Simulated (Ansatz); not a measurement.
The system is Si2Ni.

```
Ni Si
1.0
     0.00000    2.70300    2.70300
     2.70300    0.00000    2.70300
     2.70300    2.70300    0.00000
Ni Si
1 2
Direct
  0.00000 0.00000 0.00000
  0.75000 0.75000 0.75000
  0.25000 0.25000 0.25000
```

Base run:

* Program: Ansatz 0.2.0
* Functional: PBE
* Potentials or basis: Ansatz PAW
* Cutoff: 420 eV (not typed: the program's choice for these potentials)
* k mesh: 7 × 7 × 7
* Occupations: fermi-dirac, width 0.05 eV
* Spin: collinear spin, ferromagnetic start
* Starting moments: [0.8, 0.0, 0.0] μB
* Fixed moment: 0.8 μB

Its results: pressure 6.0 GPa; site moments Ni +0.35; Si +0.11 μB.

Task: After a change of settings the same cell gave: pressure 10.9 GPa; site moments Ni +0.61; Si +0.21 μB. Which change was it?
A. fixed moment from 0.8 μB to 1.5 μB; moments at the start from [0.8, 0.0, 0.0] to [1.5, 0.0, 0.0]
B. fixed moment from 0.8 μB to 1 μB; moments at the start from [0.8, 0.0, 0.0] to [1.0, 0.0, 0.0]
C. fixed moment from 0.8 μB to 0.2 μB; moments at the start from [0.8, 0.0, 0.0] to [0.2, 0.0, 0.0]
D. fixed moment from 0.8 μB to 0.5 μB; moments at the start from [0.8, 0.0, 0.0] to [0.5, 0.0, 0.0]

Result: A.

Caveats: the total moment is fixed, so each spin has its own Fermi level; the thresholds are loose for stress.
